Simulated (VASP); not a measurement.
Set up this calculation in VASP 6.6.1, as the native input.

```
Task                   : single point
Functional             : PBEsol
Potentials or basis    : VASP PAW PBE potentials, release 64 (Hf_pv, O)
Cutoff                 : 520 eV
k mesh                 : 9 × 9 × 9
Occupations            : fermi-dirac, width 0.05 eV
Spin                   : no spin polarisation
Ladder                 : free
Further INCAR settings : ALGO = Normal; EDIFF = 1e-07; NBANDS = 18
```

The structure of HfO2 lies in POSCAR:

```
HfO2
1.0
    0.0000000000      2.5575000000      2.5575000000
    2.5575000000      0.0000000000      2.5575000000
    2.5575000000      2.5575000000      0.0000000000
Hf O
1 2
Direct
    0.0090260000      0.0007760000     -0.0152430000
    0.7464370000      0.7487370000      0.7572420000
    0.2510910000      0.2400870000      0.2500430000
```

The cell isn't the ideal one: atoms moved at random, drawn with an rms of 0.05 Å.

These files were run (other wordings do the same):

INCAR

```
SYSTEM = HfO2
PREC = Accurate
ENCUT = 520
EDIFF = 1E-7
ISMEAR = -1
SIGMA = 0.05
LREAL = .FALSE.
LASPH = .TRUE.
NELM = 80
ALGO = Normal
ISIF = 2
LWAVE = .FALSE.
LCHARG = .FALSE.
GGA = PS
NBANDS = 18
```

KPOINTS

```
Automatic mesh
0
G
  9 9 9
  0 0 0
```

Potentials or basis: VASP PAW PBE potentials, release 64 (Hf_pv, O).

Run with:

```sh
$ cat potpaw_PBE.64/Hf_pv/POTCAR potpaw_PBE.64/O/POTCAR > POTCAR
$ mpirun -np 1 vasp_std > vasp.out
```

Results of the run:

```json
{
  "Pressure": "-13.1 GPa",
  "Largest force": "0.395 eV/Å",
  "Band gap on the k mesh": "3.71 eV, indirect (least direct gap 3.82 eV)"
}
```

Caveat: the PAW data sets were made with another functional, which shifts forces and pressure a little; spin-orbit coupling is left out, which moves the levels of the heavy elements; an odd mesh through Γ misses points on the zone boundary, where band edges often lie.

Wall time 4.9 min on 1 thread of AMD EPYC 7R43 64-Core Processor (Zen 3), with other jobs on the host, peak memory 0.28 GiB.
